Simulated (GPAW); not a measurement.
# Te2Mo (P6_3/mmc) in GPAW: a series of runs, part 2 of 2

GPAW 26.7.0.

**4. Phonons, vdW-DF2**

Input file run.py:

```python
import json
import numpy as np
from ase import Atoms
from ase.constraints import FixSymmetry
from ase.io import read, write
from ase.optimize import BFGS
from phonopy import Phonopy
from phonopy.structure.atoms import PhonopyAtoms
from gpaw import GPAW, PW

atoms = read('POSCAR')

calc = GPAW(mode=PW(600),
            xc={'name': 'vdW-DF2', 'backend': 'libvdwxc'},
            kpts={'size': (6, 6, 2), 'gamma': True},
            occupations={'name': 'fermi-dirac', 'width': 0.05},
            nbands=46,
            convergence={'density': 1e-06, 'eigenstates': 1e-09},
            maxiter=150,
            txt='gpaw.txt')
atoms.calc = calc
atoms.set_constraint(FixSymmetry(atoms))
BFGS(atoms, trajectory='relax.traj', logfile='-').run(fmax=0.005, steps=40)
atoms.set_constraint()
energy = atoms.get_potential_energy()
forces = atoms.get_forces()
calc.write('gs.gpw')
write('result.traj', atoms)
print('Cell:', atoms.cell.cellpar().round(4))
print(atoms.get_scaled_positions().round(5))

def force_constants(scale):
    unit = PhonopyAtoms(symbols=atoms.get_chemical_symbols(), cell=atoms.cell[:] * scale**(1 / 3),
                        scaled_positions=atoms.get_scaled_positions())
    ph = Phonopy(unit, supercell_matrix=np.diag([1, 1, 1]), primitive_matrix=np.eye(3), symprec=1e-4)
    ph.generate_displacements(distance=0.01)
    forces = []
    for i, sc in enumerate(ph.supercells_with_displacements):
        a = Atoms(sc.symbols, cell=sc.cell, scaled_positions=sc.scaled_positions, pbc=True)
        c = GPAW(mode=PW(600),
                 xc={'name': 'vdW-DF2', 'backend': 'libvdwxc'},
                 kpts={'size': (6, 6, 2), 'gamma': True},
                 occupations={'name': 'fermi-dirac', 'width': 0.05},
                 nbands=46,
                 convergence={'density': 1e-06, 'eigenstates': 1e-09},
                 maxiter=150,
                 txt=f'disp-{scale:.3f}-{i:02d}.txt')
        a.calc = c
        f = a.get_forces()
        forces.append(f - f.mean(axis=0))
        print(f'displacement {i}: drift', f.mean(axis=0).round(5), flush=True)
    ph.forces = forces
    ph.produce_force_constants()
    ph.symmetrize_force_constants()
    return ph

qpoints = [[0.0, 0.0, 0.0]]
results = {}
for scale in [1.0]:
    ph = force_constants(scale)
    ph.run_qpoints(qpoints)
    nu = ph.qpoints.frequencies * 33.35641  # THz to cm^-1
    results[f'{scale:.3f}'] = nu.tolist()
    for qp, f in zip(qpoints, nu):
        print(scale, np.round(qp, 4), f.round(2))
json.dump(results, open('phonons.json', 'w'))
```

Input file POSCAR:

```
Te2Mo
1.0
    3.5182000000      0.0000000000      0.0000000000
   -1.7591000000      3.0468505756      0.0000000000
    0.0000000000      0.0000000000     13.9736000000
Te Mo
4 2
Direct
    0.6666666667      0.3333333333      0.3790000000
    0.3333333333      0.6666666667      0.8790000000
    0.6666666667      0.3333333333      0.1210000000
    0.3333333333      0.6666666667      0.6210000000
    0.6666666667      0.3333333333      0.7500000000
    0.3333333333      0.6666666667      0.2500000000
```

Potentials or basis: GPAW PAW data sets (gpaw-data 1.2.1), pw.

Started as:

```console
$ OMP_NUM_THREADS=1 python run.py
```

gpaw.txt:

```text
__  _  _
 | _ |_)|_||  |
 |__||  | ||/\| - 26.7.0

Input parameters:
  mode=PW(ecut=600.0),
  convergence={'density': 1e-06, 'eigenstates': 1e-09},
  kpts=MonkhorstPack(size=(6, 6, 2), gamma=True),
  maxiter=150,
  nbands=46,
  occupations=Occupations(name='fermi-dirac', width=0.05),
  xc=XC(name='vdW-DF2', backend='libvdwxc')

Diagonalizing LCAO Hamiltonian
Converting LCAO to pw mode

        Te

           Mo

        Te

           Te

        Mo

           Te

Atoms  # Å, Bohr magnetons
|   | symbol |        x |        y |         z |    initial magnetic moments |
|---|--------|----------|----------|-----------|-----------------------------|
| 0 |     Te | 1.759100 | 1.015617 |  5.295994 | ( 0.0000,  0.0000,  0.0000) |
| 1 |     Te | 0.000000 | 2.031234 | 12.282794 | ( 0.0000,  0.0000,  0.0000) |
| 2 |     Te | 1.759100 | 1.015617 |  1.690806 | ( 0.0000,  0.0000,  0.0000) |
| 3 |     Te | 0.000000 | 2.031234 |  8.677606 | ( 0.0000,  0.0000,  0.0000) |
| 4 |     Mo | 1.759100 | 1.015617 | 10.480200 | ( 0.0000,  0.0000,  0.0000) |
| 5 |     Mo | 0.000000 | 2.031234 |  3.493400 | ( 0.0000,  0.0000,  0.0000) |

Unit cell  # Å
| periodic |         x |        y |         z |   lengths |     angles |
|----------|-----------|----------|-----------|-----------|------------|
|      yes |  3.518200 | 0.000000 |  0.000000 |  3.518200 |  90.000000 |
|      yes | -1.759100 | 3.046851 |  0.000000 |  3.518200 |  90.000000 |
|      yes |  0.000000 | 0.000000 | 13.973600 | 13.973600 | 120.000000 |

Number of symmetries: 12
Symmetry operations  # r_c * U_cc + t_c -> r_c
|    | kind |            matrix            |
|----|------|------------------------------|
|  0 |  σ   |  1, 1, 0,  0,-1, 0,  0, 0, 1 |
|  1 |  S6  |  1, 1, 0, -1, 0, 0,  0, 0,-1 |
|  2 |  E   |  1, 0, 0,  0, 1, 0,  0, 0, 1 |
|  3 |  C2  |  1, 0, 0, -1,-1, 0,  0, 0,-1 |
|  4 |  C2  |  0, 1, 0,  1, 0, 0,  0, 0,-1 |
|  5 |  C3  |  0, 1, 0, -1,-1, 0,  0, 0, 1 |
|  6 |  S6  |  0,-1, 0,  1, 1, 0,  0, 0,-1 |
|  7 |  σ   |  0,-1, 0, -1, 0, 0,  0, 0, 1 |
|  8 |  σ   | -1, 0, 0,  1, 1, 0,  0, 0, 1 |
|  9 |  i   | -1, 0, 0,  0,-1, 0,  0, 0,-1 |
| 10 |  C3  | -1,-1, 0,  1, 0, 0,  0, 0, 1 |
| 11 |  C2  | -1,-1, 0,  0, 1, 0,  0, 0,-1 |

BZ-sampling:
  Number of BZ points: 72
  Number of IBZ points: 14

  Monkhorst-Pack size: [6, 6, 2]
  Monkhorst-Pack shift: [0.08333333333333333, 0.08333333333333333, 0.25]

K-points  # in reciprocal-cell coordinates
|     |                                coordinates |     weight |
|-----|--------------------------------------------|------------|
|   0 | (  0.00000000,   0.00000000,   0.00000000) | 0.01388889 |
|   1 | (  0.00000000,   0.00000000,   0.50000000) | 0.01388889 |
|   2 | (  0.16666667,   0.00000000,   0.00000000) | 0.08333333 |
|   3 | (  0.16666667,   0.00000000,   0.50000000) | 0.08333333 |
|   4 | (  0.33333333,  -0.16666667,   0.00000000) | 0.08333333 |
|   5 | (  0.33333333,  -0.16666667,   0.50000000) | 0.08333333 |
|   6 | (  0.33333333,   0.00000000,   0.00000000) | 0.08333333 |
|   7 | (  0.33333333,   0.00000000,   0.50000000) | 0.08333333 |
|   8 | (  0.33333333,   0.33333333,   0.00000000) | 0.02777778 |
|   9 | (  0.33333333,   0.33333333,   0.50000000) | 0.02777778 |
| ... |                                            |            |
|  13 | (  0.50000000,   0.50000000,   0.50000000) | 0.04166667 |

Plane wave coefficients: 5028
Cutoff: 600.0 eV

Spin-components: 1 (collinear spins)
Bands:           46
Projectors:      32
Spin-degeneracy: 2
Datatype:        complex128

Parallelization:
  kpt:    1
  domain: 1
  band:   1

Density:
  Valence electrons: 52.0
  Components: 1
  Grid points: [20 20 80]
  Charge: 0.0  # |e|

Potential:
  Grid points: [20 20 80]

species:
  Te:
    name:    Tellurium
    Z:       52.0
    valence: 6
    core:    46
    charge:  0.0  # [|e|]
    compensation charges:
      type: gauss
      rc: 0.36  # [Å]
      lmax: 2
    cutoffs:
      filter: 2.09  # [Å]
      core: 3.17  # [Å]
    projectors
    | kind |    occ | energy [eV] | rcut [Å] |
    |------|--------|-------------|----------|
    |   5s |  2.000 |     -15.089 |    1.180 |
    |   5p |  4.000 |      -5.955 |    1.196 |
    |    s |        |      12.123 |    1.180 |
    |    p |        |      21.256 |    1.196 |
    |    d |        |       0.000 |    1.238 |

    Using partial waves for Te as LCAO basis

  Mo:
    name:    Molybdenum
    Z:       42.0
    valence: 14
    core:    28
    charge:  0.0  # [|e|]
    compensation charges:
      type: gauss
      rc: 0.38  # [Å]
      lmax: 2
    cutoffs:
      filter: 2.16  # [Å]
      core: 1.42  # [Å]
    projectors
    | kind |    occ | energy [eV] | rcut [Å] |
    |------|--------|-------------|----------|
    |   4s |  2.000 |     -64.307 |    1.238 |
    |   5s |  1.000 |      -4.084 |    1.238 |
    |   4p |  6.000 |     -38.491 |    1.296 |
    |   5p |  0.000 |      -1.044 |    1.296 |
    |   4d |  5.000 |      -3.754 |    1.296 |
    |    d |        |      23.458 |    1.296 |

    Using partial waves for Mo as LCAO basis

Reference energy: -959430.878998  # eV

eigensolver:
  PPCG
  Converge bands: occupied
  niter=2

density mixing:
  MSR1-Mixer
  Pratt-step length: 0.05
  Maximum mixing coefficient: 0.75
  Old densities: 10
  SVD Regularization: 0.005
  Good broyden scale: 1.0
  Trust region scale: 1.0
  Backstep threshold: 4.0
  History deletion threshold: 6.0
  Fourier metric: weight=20.0, sigma=0.015

occupation numbers:
  Fermi-Dirac:
    width: 0.0500  # eV

poisson solver:
  ecut: 4800.0  # eV

xc functional:
  name: vdW-DF2 with libvdwxc
  Mode: serial
  Semilocal: GGA_X_RPW86+LDA_C_PW with 2 nearest neighbor stencil
  Local blocksize: 40 x 40 x 160
  PAW datasets: PBE

convergence criteria:
- Maximum integral of absolute [dens]ity change: 1e-06 electrons / valence electron
- Maximum integral of absolute [eigenst]ate change: 1e-09 eV^2 / valence electron
- Maximum [total energy] change in last 3 cyles: 0.0005 eV / valence electron
maximum number of iterations: 150

SCF iterations
|iter     | |      energy | eigst |  dens |
|---------|-|-------------|-------|-------|
|iter:   1| | -649.102243 | +0.43 |       |
|iter:   2| | -648.966918 | -1.45 | -1.13 |
|iter:   3| | -648.436187 | -1.68 | -1.17 |
|iter:   4| | -648.254756 | -1.84 | -1.38 |
|iter:   5| | -648.227807 | -2.57 | -1.79 |
|iter:   6| | -648.244175 | -2.90 | -2.09 |
|iter:   7| | -648.237106c| -4.00 | -2.37 |
|iter:   8| | -648.237188c| -4.75 | -2.74 |
|iter:   9| | -648.237239c| -5.41 | -3.24 |
|iter:  10| | -648.237240c| -6.60 | -4.01 |
|iter:  11| | -648.237240c| -7.62 | -4.56 |
|iter:  12| | -648.237240c| -8.55 | -5.09 |
|iter:  13| | -648.237240c| -9.13c| -5.82 |
|iter:  14| | -648.237240c| -9.81c| -6.26c|
[... 297 lines left out ...]
Unit cell  # Å
| periodic |         x |        y |         z |   lengths |     angles |
|----------|-----------|----------|-----------|-----------|------------|
|      yes |  3.518200 | 0.000000 |  0.000000 |  3.518200 |  90.000000 |
|      yes | -1.759100 | 3.046851 |  0.000000 |  3.518200 |  90.000000 |
|      yes |  0.000000 | 0.000000 | 13.973600 | 13.973600 | 120.000000 |

convergence criteria:
- Maximum integral of absolute [dens]ity change: 1e-06 electrons / valence electron
- Maximum integral of absolute [eigenst]ate change: 1e-09 eV^2 / valence electron
- Maximum [total energy] change in last 3 cyles: 0.0005 eV / valence electron
maximum number of iterations: 150

SCF iterations
|iter     | |      energy | eigst |  dens |
|---------|-|-------------|-------|-------|
|iter:   1| | -648.349717c| -4.46 |       |
|iter:   2| | -648.349704c| -6.49 | -3.29 |
|iter:   3| | -648.349674c| -6.29 | -3.37 |
|iter:   4| | -648.349668c| -6.45 | -3.69 |
|iter:   5| | -648.349670c| -6.73 | -3.89 |
|iter:   6| | -648.349667c| -6.95 | -3.96 |
|iter:   7| | -648.349667c| -8.71 | -4.85 |
|iter:   8| | -648.349667c| -9.09c| -5.10 |
|iter:   9| | -648.349667c| -9.37c| -4.95 |
|iter:  10| | -648.349667c|-10.23c| -6.02c|

Converged in 10 steps
Energy contributions relative to reference atoms: (reference = -959430.878998)

Energy contributions:
  Kinetic:          45.854845
  Coulomb:         -50.399769
  Zero:             -0.618610
  External:          0.000000
  Xc:             -643.186097
  Entropy:          -0.000071
  Spinorbit:         0.000000
  ----------------------------
  Free energy:    -648.349703
  Extrapolated:   -648.349667

dipole moment: (-0.000099, -0.000172, -0.000790)  # |e|*Ang

Fermi level: 8.622
Eigenvalues  # (at kpt = [0.000, 0.000, 0.000])
| band index |      eig [eV] | occ [0-2] |
|------------|---------------|-----------|
|          0 |       -52.769 |     2.000 |
|        ... |               |           |
|         18 |         6.730 |     2.000 |
|         19 |         7.232 |     2.000 |
|         20 |         7.403 |     2.000 |
|         21 |         7.403 |     2.000 |
|         22 |         7.448 |     2.000 |
|         23 |         7.448 |     2.000 |
[... 13 lines left out ...]
Gap: 0.736 eV
Transition (v -> c):
  (s=0, k=8, n=25, [0.33, 0.33, 0.00]) -> (s=0, k=4, n=26, [0.33, -0.17, 0.00])
Direct/indirect transitions are different
Direct gap: 1.024 eV
Transition at: (s=0, k=8, n=25, [0.33, 0.33, 0.00])

Forces  # eV/Ang
|        x |        y |        z |
|----------|----------|----------|
|  0.00000 |  0.00000 |  0.00201 |  # Te   0
|  0.00000 |  0.00000 |  0.00201 |  # Te   1
| -0.00000 | -0.00000 | -0.00201 |  # Te   2
|  0.00000 |  0.00000 | -0.00201 |  # Te   3
| -0.00000 | -0.00000 | -0.00001 |  # Mo   4
|  0.00000 |  0.00000 |  0.00001 |  # Mo   5

# Writing to gs.gpw (mode='')
```

It took 13 min on 1 thread of Intel Xeon Platinum 8259CL at 2.50GHz (Skylake/Cascade Lake), shared host; peak memory 0.91 GiB.

What came out:

```yaml
Free_energy: -648.3497 eV
Band_gap_on_the_k_mesh: 0.74 eV, indirect (least direct gap 1.02 eV)
Highest_phonon_frequency_at_Γ_LO-TO_splitting_left_out: 271 cm⁻¹
```

Forces in eV/Å, atoms in the order of the input:
```
Te   0.000  0.000  0.002
Te   0.000  0.000  0.002
Te   0.000  0.000 -0.002
Te   0.000  0.000 -0.002
Mo   0.000  0.000  0.000
Mo   0.000  0.000  0.000
```

Final structure:
```
Te Mo
1.0
     3.51820    0.00000    0.00000
    -1.75910    3.04685    0.00000
     0.00000    0.00000   13.97360
Te Mo
4 2
Direct
  0.66667 0.33333 0.38342
  0.33333 0.66667 0.88342
  0.66667 0.33333 0.11658
  0.33333 0.66667 0.61658
  0.66667 0.33333 0.75000
  0.33333 0.66667 0.25000
```

Phonon frequencies in cm⁻¹ (negative: imaginary):
```
              q point                                                     frequencies
(0.000, 0.000, 0.000)  0 0 0 31 31 60 109 109 112 112 161 173 219 219 219 219 266 271
```

Caveat: the LO-TO splitting is left out; the PAW data sets were made with another functional, which shifts forces and pressure a little; spin-orbit coupling is left out, which moves the levels of the heavy elements.

**5. Equation of state, LDA+U**

Input file run.py:

```python
from ase import Atoms
from ase.eos import EquationOfState
from ase.io import Trajectory
from ase.units import GPa
from gpaw import GPAW, PW

atoms = Atoms(['Te', 'Te', 'Te', 'Te', 'Mo', 'Mo'],
              cell=[[3.5182, 0.0, 0.0],
                    [-1.7591, 3.0468505756, 0.0],
                    [0.0, 0.0, 13.9736]],
              scaled_positions=[[0.6666666667, 0.3333333333, 0.379],
                                [0.3333333333, 0.6666666667, 0.879],
                                [0.6666666667, 0.3333333333, 0.121],
                                [0.3333333333, 0.6666666667, 0.621],
                                [0.6666666667, 0.3333333333, 0.75],
                                [0.3333333333, 0.6666666667, 0.25]],
              pbc=True)

traj = Trajectory('eos.traj', 'w')
volumes, energies = [], []
for x in [0.94, 0.96, 0.98, 1.0, 1.02, 1.04, 1.06]:
    a = atoms.copy()
    a.set_cell(atoms.cell * x**(1 / 3), scale_atoms=True)
    calc = GPAW(mode=PW(600),
                xc='LDA',
                kpts={'size': (5, 5, 2), 'gamma': True},
                occupations={'name': 'fermi-dirac', 'width': 0.05},
                setups={'Mo': ':d,7.0'},
                nbands=46,
                convergence={'density': 1e-05, 'energy': 1e-05},
                maxiter=150,
                txt=f'eos-{x:.2f}.txt')
    a.calc = calc
    energies.append(a.get_potential_energy(force_consistent=True))
    volumes.append(a.get_volume())
    p = -a.get_stress()[:3].mean() / GPa
    calc.write(f'eos-{x:.2f}.gpw')
    traj.write(a)
    print(f'{x:.2f} {volumes[-1]:10.4f} A^3 {energies[-1]:14.6f} eV {p:9.3f} GPa', flush=True)

v0, e0, B = EquationOfState(volumes, energies, eos='birchmurnaghan').fit()
print(f'V0 = {v0:.4f} A^3, E0 = {e0:.6f} eV, B0 = {B / GPa:.2f} GPa')
```

Potentials or basis: the program's PAW data sets (release 1.2.1) made for this functional, pw.

Started as:

```console
$ OMP_NUM_THREADS=1 python run.py
```

Run time: 10 min. Hardware: 1 thread of Arm Neoverse V1, shared host; peak memory 0.49 GiB.

It converged, with:

```
Equilibrium volume                        : 24.04 Å³/atom
Bulk modulus at fixed shape and positions : 105 GPa
Pressure derivative of the bulk modulus   : 4.6
```

Energy against volume, from the lowest point:
| volume (Å³/atom) | energy (meV/atom) |
| --- | --- |
| 23.467 | 4.55 |
| 23.966 | 0.00 |
| 24.466 | 2.38 |
| 24.965 | 10.94 |
| 25.464 | 24.99 |
| 25.963 | 43.96 |
| 26.463 | 67.28 |

Caveat: the k mesh is coarse (spacing up to 0.41 Å⁻¹), so the values aren't converged; the cell was scaled at fixed shape and fractional positions, which overstates the stiffness of a crystal with free parameters, most of all of layers and chains; the U is typed as a test and isn't derived for this compound. Spin-orbit coupling is left out, which matters for the levels of Te.

**6. Overview**

```csv
task,level,potentials or basis,spin,U,cell,k mesh,band path,band points,spin axis theta (degrees),spin axis phi (degrees),soc after scf,mesh quality,gap on the mesh (eV)
band structure,revPBE,"the program's PAW data sets (release 1.2.1) made for this functional, pw","SOC, no magnetisation",-,as given,5 × 5 × 2,"GMKGALHA,LM,KH",60,90,0,second variation,coarse,0.71
equation of state,vdW-DF2,"GPAW PAW data sets (gpaw-data 1.2.1), pw",off,-,as given,5 × 5 × 2,-,-,-,-,-,coarse,-
phonons,vdW-DF2,"GPAW PAW data sets (gpaw-data 1.2.1), pw",off,-,atoms relaxed,6 × 6 × 2,-,-,-,-,-,not flagged,0.74
equation of state,LDA+U,"the program's PAW data sets (release 1.2.1) made for this functional, pw",off,Mo d U = 7 eV,as given,5 × 5 × 2,-,-,-,-,-,coarse,-
```

Alike in all rows: cutoff (eV) 600; smearing fermi-dirac 0.05 eV.

Caveats: some runs use coarse meshes; the cell was scaled at fixed shape and fractional positions, which overstates the stiffness of a crystal with free parameters, most of all of layers and chains (some runs); the PAW data sets were made with another functional, which shifts forces and pressure a little (some runs); spin-orbit coupling was added after a scalar SCF, so levels and gaps hold it while energy, forces, pressure and moments don't (some runs); this program's spin-orbit splittings come out too wide for heavy elements (some runs); this functional lacks dispersion, which binds the layers, so the pressure and a relaxed spacing across them are unreliable (some runs); the minimum lies outside the volumes run (some runs); the LO-TO splitting is left out (some runs).

Absolute energies hang on the potentials; compare differences alone.

**7. How close it comes**

Step 2. The gap isn't set beside the deposited one, since this odd mesh misses points on the zone boundary.

Step 4. Against the measured gap of Te2Mo, 0.88 eV (indirect; 300 K; quoted in “Broadband infrared study of pressure-tunable Fano resonance and metallization transition in 2H-MoTe2”, 2022, pmc:9569381), the calculated 0.74 eV is off by -0.14 eV. Spin-orbit coupling on Mo, Te is left out. The value is that of vdW-DF2 on a finite k mesh, which can miss the band edges, without temperature or zero-point motion.
